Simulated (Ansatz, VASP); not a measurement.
One calculation of Ti, two programs

```
Ti
1.0
     2.95000    0.00000    0.00000
    -1.47500    2.55477    0.00000
     0.00000    0.00000    4.68000
Ti
2
Cartesian
  1.4750 0.8516 3.5100
  0.0000 1.7032 1.1700
```

Alike in both runs: functional revPBE; k mesh 10 × 10 × 6; occupations fermi-dirac, width 0.05 eV; no spin polarisation.

|  | VASP | Ansatz |
| --- | --- | --- |
| version | VASP 6.6.1 | Ansatz 0.2.0 |
| potentials or method | VASP PAW PBE potentials, release 64 (Ti_sv) | Ansatz PAW |
| plane-wave cutoff (eV) | 520 | 420 |
| valence electrons in the cell | 24 | 24 |
| task | single point | band structure |

Ansatz gave:

- gap on the k mesh at the Fermi level (eV): none
- pressure (GPa): 0.8
- largest component of the traceless stress (GPa): 0.22

Question: What did VASP give for the same quantities?

Answer: gap on the k mesh at the Fermi level (eV): none; pressure (GPa): 0.4; largest component of the traceless stress (GPa): 0.22.

A gap of «none» marks a metal or a gap that the smearing closes.

Caveats: the PAW data sets were made with another functional, which shifts forces and pressure a little (VASP); the PAW data sets come from PBE, with cores solved anew for the run's functional, which leaves a small shift of forces and pressure (Ansatz).
